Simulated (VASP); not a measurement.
# SnO2 (Pa-3) in VASP: further runs

One crystal, SnO2, is run at these levels: PBE, r2SCAN; tasks: relaxation of cell and atoms.

Everything below comes from runs of VASP 6.6.1. Logs are shortened: lines on timing, memory, paths and dates and some standing lists are left out, and cuts for length are marked.

## (1) Starting point

Symmetry: Pa-3, No. 205, cubic system. The conventional cell has a = 5.175 Å, b = 5.175 Å, c = 5.175 Å, α = 90.00°, β = 90.00°, γ = 90.00°. Sn (site symmetry -3) has 6 O at 2.11 Å as nearest neighbours. Around O (site symmetry 3) lie 3 Sn at 2.11 Å.

Measurements of this composition are mostly on another form, of space group No. 136.

## (2) Relaxation of cell and atoms, PBE

INCAR reads:

```
PREC = Accurate
ENCUT = 600
EDIFF = 1E-6
ISMEAR = 0
SIGMA = 0.03
LREAL = F
LASPH = T
NELM = 80
ALGO = Normal
ISIF = 3
LWAVE = F
LCHARG = F
GGA = PE
IBRION = 2
NSW = 90
EDIFFG = -0.01
KPAR = 4
```

KPOINTS reads:

```
Automatic mesh
0
Gamma
  6 6 6
```

POSCAR reads:

```
SnO2
1.0
    5.1752560000      0.0000000000      0.0000000000
    0.0000000000      5.1752560000      0.0000000000
    0.0000000000      0.0000000000      5.1752560000
Sn O
4 8
Direct
    0.0000000000      0.5000000000      0.5000000000
    0.5000000000      0.5000000000      0.0000000000
    0.5000000000      0.0000000000      0.5000000000
    0.0000000000      0.0000000000      0.0000000000
    0.3389020000      0.1610980000      0.8389020000
    0.1610980000      0.8389020000      0.3389020000
    0.8389020000      0.3389020000      0.1610980000
    0.6610980000      0.6610980000      0.6610980000
    0.3389020000      0.3389020000      0.3389020000
    0.1610980000      0.6610980000      0.8389020000
    0.8389020000      0.1610980000      0.6610980000
    0.6610980000      0.8389020000      0.1610980000
```

Potentials or basis: VASP PAW PBE potentials, release 64 (Sn_d, O).

Run with:

```
$ cat potpaw_PBE.64/Sn_d/POTCAR potpaw_PBE.64/O/POTCAR > POTCAR
$ mpirun -np 4 vasp_std > vasp.out
```

OUTCAR:

```text
PREC = Accurate
   ENCUT = 600
   EDIFF = 1E-6
   ISMEAR = 0
   LREAL = F
   LASPH = T
   NELM = 80
   ISIF = 3
   GGA = PE
   IBRION = 2
   NSW = 90
   EDIFFG = -0.01

 ion  position               nearest neighbor table
   1  0.000  0.500  0.500-   6 2.11   7 2.11   8 2.11   9 2.11  10 2.11  11 2.11   2 3.66   3 3.66
                             4 3.66   2 3.66   4 3.66   3 3.66   4 3.66   4 3.66   2 3.66   3 3.66
   2  0.500  0.500  0.000-   5 2.11   7 2.11   8 2.11   9 2.11  10 2.11  12 2.11   1 3.66   3 3.66
                             4 3.66   1 3.66   3 3.66   3 3.66   4 3.66   3 3.66   1 3.66   4 3.66
   3  0.500  0.000  0.500-   5 2.11   6 2.11   8 2.11   9 2.11  11 2.11  12 2.11   1 3.66   2 3.66
                             4 3.66   2 3.66   4 3.66   1 3.66   2 3.66   2 3.66   1 3.66   4 3.66
   4  0.000  0.000  0.000-   5 2.11   6 2.11   7 2.11  10 2.11  11 2.11  12 2.11   1 3.66   2 3.66
                             3 3.66   1 3.66   3 3.66   1 3.66   2 3.66   1 3.66   2 3.66   3 3.66
   5  0.339  0.161  0.839-   2 2.11   3 2.11   4 2.11
   6  0.161  0.839  0.339-   1 2.11   3 2.11   4 2.11
   7  0.839  0.339  0.161-   1 2.11   2 2.11   4 2.11
   8  0.661  0.661  0.661-   1 2.11   2 2.11   3 2.11
   9  0.339  0.339  0.339-   1 2.11   2 2.11   3 2.11
  10  0.161  0.661  0.839-   1 2.11   2 2.11   4 2.11
  11  0.839  0.161  0.661-   1 2.11   3 2.11   4 2.11
  12  0.661  0.839  0.161-   2 2.11   3 2.11   4 2.11

  LATTYP: Found a simple cubic cell.
 ALAT       =     5.1752560000

  Lattice vectors:

 A1 = (   5.1752560000,   0.0000000000,   0.0000000000)
 A2 = (   0.0000000000,   5.1752560000,   0.0000000000)
 A3 = (   0.0000000000,   0.0000000000,   5.1752560000)

Analysis of symmetry for initial positions (statically):
=====================================================================
 Subroutine PRICEL returns:
 Original cell was already a primitive cell.

 Routine SETGRP: Setting up the symmetry group for a
 simple cubic supercell.

 Subroutine GETGRP returns: Found 24 space group operations
 (whereof  6 operations were pure point group operations)
 out of a pool of 48 trial point group operations.

The static configuration has the point symmetry S_6 .
 The point group associated with its full space group is T_h .

Analysis of symmetry for dynamics (positions and initial velocities):
=====================================================================
 Subroutine PRICEL returns:
 Original cell was already a primitive cell.

 Routine SETGRP: Setting up the symmetry group for a
 simple cubic supercell.

 Subroutine GETGRP returns: Found 24 space group operations
 (whereof  6 operations were pure point group operations)
 out of a pool of 48 trial point group operations.

The dynamic configuration has the point symmetry S_6 .
 The point group associated with its full space group is T_h .

 Subroutine INISYM returns: Found 24 space group operations
 (whereof  6 operations are pure point group operations),
 and found     1 'primitive' translations

----------------------------------------------------------------------------------------

                                     Primitive cell

  volume of cell :     138.6103

  direct lattice vectors                    reciprocal lattice vectors
     5.175256000  0.000000000  0.000000000     0.193227156  0.000000000  0.000000000
     0.000000000  5.175256000  0.000000000     0.000000000  0.193227156  0.000000000
     0.000000000  0.000000000  5.175256000     0.000000000  0.000000000  0.193227156

  length of vectors
     5.175256000  5.175256000  5.175256000     0.193227156  0.193227156  0.193227156

  position of ions in fractional coordinates (direct lattice)
     0.000000000  0.500000000  0.500000000
     0.500000000  0.500000000  0.000000000
     0.500000000  0.000000000  0.500000000
     0.000000000  0.000000000  0.000000000
     0.338902000  0.161098000  0.838902000
     0.161098000  0.838902000  0.338902000
     0.838902000  0.338902000  0.161098000
     0.661098000  0.661098000  0.661098000
     0.338902000  0.338902000  0.338902000
     0.161098000  0.661098000  0.838902000
     0.838902000  0.161098000  0.661098000
     0.661098000  0.838902000  0.161098000

  ion indices of the primitive-cell ions
   primitive index   ion index
                 1           1
                 2           2
                 3           3
                 4           4
                 5           5
                 6           6
                 7           7
                 8           8
                 9           9
                10          10
                11          11
                12          12

----------------------------------------------------------------------------------------

 KPOINTS: Automatic mesh

Automatic generation of k-mesh.
 Grid dimensions read from file:
 generate k-points for:    6    6    6

 Generating k-lattice:

  Cartesian coordinates                     Fractional coordinates (reciprocal lattice)
     0.032204526  0.000000000  0.000000000     0.166666667  0.000000000  0.000000000
     0.000000000  0.032204526  0.000000000     0.000000000  0.166666667  0.000000000
     0.000000000  0.000000000  0.032204526     0.000000000  0.000000000  0.166666667

  Length of vectors
     0.032204526  0.032204526  0.032204526

  Shift w.r.t. Gamma in fractional coordinates (k-lattice)
     0.000000000  0.000000000  0.000000000

 Subroutine IBZKPT returns following result:
 ===========================================

 Found     24 irreducible k-points:

 Following reciprocal coordinates:
            Coordinates               Weight
  0.000000  0.000000  0.000000      1.000000
  0.166667  0.000000  0.000000      6.000000
  0.333333  0.000000  0.000000      6.000000
  0.500000  0.000000  0.000000      3.000000
  0.166667  0.166667  0.000000     12.000000
  0.333333  0.166667  0.000000     12.000000
[... 16 lines left out ...]
  0.500000  0.500000  0.333333      6.000000
  0.500000  0.500000  0.500000      1.000000
   k-points           NKPTS =     24   k-points in BZ     NKDIM =     24   number of bands    NBANDS=     62
   number of dos      NEDOS =    301   number of ions     NIONS =     12
   total plane-waves  NPLWV =  74088
   dimension x,y,z NGX =    42 NGY =   42 NGZ =   42
   dimension x,y,z NGXF=    84 NGYF=   84 NGZF=   84
   ions per type =               4   8
   NGX,Y,Z   is equivalent  to a cutoff of  13.49, 13.49, 13.49 a.u.
   NGXF,Y,Z  is equivalent  to a cutoff of  26.98, 26.98, 26.98 a.u.
 SYSTEM =  unknown system
   PREC   = accura    normal or accurate (medium, high low for compatibility)
   ISTART =      0    job   : 0-new  1-cont  2-samecut
   ICHARG =      2    charge: 1-file 2-atom 10-const
   ISPIN  =      1    spin polarized calculation?
   LNONCOLLINEAR =      F non collinear calculations
   LSORBIT =      F    spin-orbit coupling
   LASPH  =      T    aspherical Exc in radial PAW
   ENCUT  =  600.0 eV  44.10 Ry    6.64 a.u.  10.34 10.34 10.34*2*pi/ulx,y,z
   NELM   =     80;   NELMIN=  2; NELMDL= -5     # of ELM steps
   EDIFF  = 0.1E-05   stopping-criterion for ELM
   LREAL  =      F    real-space projection
   EDIFFG = -.1E-01   stopping-criterion for IOM
   NSW    =     90    number of steps for IOM
   IBRION =      2    ionic relax: 0-MD 1-quasi-New 2-CG
   NFREE  =      1    steps in history (QN), initial steepest desc. (CG)
   ISIF   =      3    stress and relaxation
   ISYM   =      2    0-nonsym 1-usesym 2-fastsym
   POTIM  = 0.5000    time-step for ionic-motion
   TEBEG  =    0.0;   TEEND  =   0.0 temperature during run
   PSTRESS=    0.0 pullay stress
   NELECT =     104.0000    total number of electrons
   NUPDOWN=      -1.0000    fix difference up-down
   EMIN   =  10.00;   EMAX   =-10.00  energy-range for DOS
   EFERMI =   0.00;   METHOD = LEGACY
   ISMEAR =     0;   SIGMA  =   0.03  broadening in eV -4-tet -1-fermi 0-gaus
   EFERMI_NEDOS =   21; number of points for ismear=-14 and -15
   IALGO  =     38    algorithm
   IMIX   =      4    mixing-type and parameters
     AMIX     =   0.40;   BMIX     =  1.00
     AMIX_MAG =   1.60;   BMIX_MAG =  1.00
  volume/ion in A,a.u.               =      11.55        77.95
  Fermi-wavevector in a.u.,A,eV,Ry     =   1.487604  2.811165 30.109240  2.212967
  Thomas-Fermi vector in A             =   2.600744
   LORBIT       =      0    0 simple, 1 ext, 2 COOP (PROOUT), +10 PAW based schemes
   GGA     = PE    functional components
   LHFCALC =     F    Hartree Fock is set to
   AEXX    =    0.0000 exact exchange contribution
   IVDW    =     0    specifies the selected vdW correction
   LEPSILON=     F    determine dielectric tensor
   LRPA    =     F    only Hartree local field effects (RPA)
 conjugate gradient relaxation of ions
 non-spin polarized calculation
 Gauss-broadening in eV      SIGMA  =   0.03
  energy-cutoff  :      600.00
  volume of cell :      138.61
 maximum number of plane-waves:      4680
 NGX is ok and might be reduce to    42
   NGX = 21   NGY = 21   NGZ = 21

--------------------------------------- Ionic step        1  -------------------------------------------

 number of electron     103.9999999 magnetization

 Free energy of the ion-electron system (eV)
  ---------------------------------------------------
  ext. energy  EPLUGINS =         0.00000000
  ---------------------------------------------------
  free energy    TOTEN  =       -73.43541112 eV

  energy without entropy =      -73.43541112  energy(sigma->0) =      -73.43541112

------------------------ aborting loop because EDIFF is reached ----------------------------------------

  FORCE on cell =-STRESS in cart. coord.  units (eV):
  Direction    XX          YY          ZZ          XY          YZ          ZX
  --------------------------------------------------------------------------------------
  -------------------------------------------------------------------------------------
  Total       -0.1759887     -0.1759887     -0.1759887     -0.0000000     -0.0000000      0.0000000
  in kB       -2.0342289     -2.0342289     -2.0342289     -0.0000000     -0.0000000      0.0000000
  external PRESSURE =      -2.0342289 kB  Pullay stress =       0.0000000 kB
[... 77 lines left out ...]
  energy  without entropy=      -73.4354546317  energy(sigma->0) =      -73.43545463

--------------------------------------- Ionic step        3  -------------------------------------------

 number of electron     103.9999998 magnetization

 Free energy of the ion-electron system (eV)
  ---------------------------------------------------
  ext. energy  EPLUGINS =         0.00000000
  ---------------------------------------------------
  free energy    TOTEN  =       -73.43552732 eV

  energy without entropy =      -73.43552732  energy(sigma->0) =      -73.43552732

 E-fermi :   6.7924     XC(G=0): -11.6293

 val. band max:        6.5654479111   @ k =  -0.1667   0.3333   0.0000
 cond. band min:       7.1334564833   @ k =   0.0000   0.0000   0.0000
 fundamental gap:      0.5680085722
 Fermi energy:         6.7923814694

 k-point     1 :       0.0000    0.0000    0.0000
  band No.  band energies     occupation
      1     -14.2383      2.00000
      2     -14.2383      2.00000
      3     -14.2383      2.00000
      4     -13.5613      2.00000
      5     -13.5613      2.00000
      6     -13.5613      2.00000
[... 1588 lines left out ...]
  FREE ENERGIE OF THE ION-ELECTRON SYSTEM (eV)
  ---------------------------------------------------
  free  energy   TOTEN  =       -73.4355273197 eV

  energy  without entropy=      -73.4355273197  energy(sigma->0) =      -73.43552732

 reached required accuracy - stopping structural energy minimisation
```

Run time: 3 min. Hardware: 4 MPI ranks of Intel Xeon Platinum 8488C (Sapphire Rapids), shared host; peak memory 0.37 GiB.

Results:

```
Free energy                            : -73.4355 eV
Relaxed volume                         : 11.54 Å³/atom
Relaxed cell                           : a = 5.173 Å, b = 5.173 Å, c = 5.173 Å, α = 90.00°, β = 90.00°, γ = 90.00°
Space group after relaxing (to 0.05 Å) : Pa-3 (No. 205)
Energy gained by relaxing              : 0.0 meV/atom
Ionic steps                            : 3
Pressure after relaxing                : 0.0 GPa
Largest force after relaxing           : 0.005 eV/Å
Band gap on the k mesh                 : 0.57 eV, indirect (least direct gap 0.63 eV)
```

Forces on the atoms (eV/Å):
```
Sn   0.000  0.000  0.000
Sn   0.000  0.000  0.000
Sn   0.000  0.000  0.000
Sn   0.000  0.000  0.000
O    0.003 -0.003  0.003
O   -0.003  0.003  0.003
O    0.003  0.003 -0.003
O   -0.003 -0.003 -0.003
O    0.003  0.003  0.003
O   -0.003 -0.003  0.003
O    0.003 -0.003 -0.003
O   -0.003  0.003 -0.003
```

Step by step:
| step | energy change (eV) | largest force (eV/Å) | pressure (GPa) | volume (Å³) |
| --- | --- | --- | --- | --- |
| 1 | 0.0000 | 0.0045 | -0.20 | 138.61 |
| 2 | 0.0000 | 0.0058 | 0.18 | 138.32 |
| 3 | -0.0001 | 0.0053 | 0.01 | 138.44 |

Final structure:
```
Sn O
1.0
     5.17316    0.00000    0.00000
     0.00000    5.17316    0.00000
     0.00000    0.00000    5.17316
Sn O
4 8
Direct
  0.00000 0.50000 0.50000
  0.50000 0.50000 0.00000
  0.50000 0.00000 0.50000
  0.00000 0.00000 0.00000
  0.33892 0.16108 0.83892
  0.16108 0.83892 0.33892
  0.83892 0.33892 0.16108
  0.66108 0.66108 0.66108
  0.33892 0.33892 0.33892
  0.16108 0.66108 0.83892
  0.83892 0.16108 0.66108
  0.66108 0.83892 0.16108
```

Levels at points of the mesh, in eV from the valence-band top:
```csv
k point,band 50,band 51,band 52,band 53,band 54,band 55
"(0.00, 0.00, 0.00)",-0.07,-0.07,-0.07,0.57,5.74,5.74
"(0.50, 0.00, 0.00)",-0.45,-0.01,-0.01,3.63,3.63,4.86
"(0.50, 0.50, 0.00)",-0.31,-0.31,-0.31,4.51,4.51,4.51
"(0.50, 0.50, 0.50)",-0.62,-0.62,-0.62,4.99,4.99,4.99
```

Caveat: spin-orbit coupling is left out, which moves the levels of the heavy elements.

(Continued in part 2 of 2.)
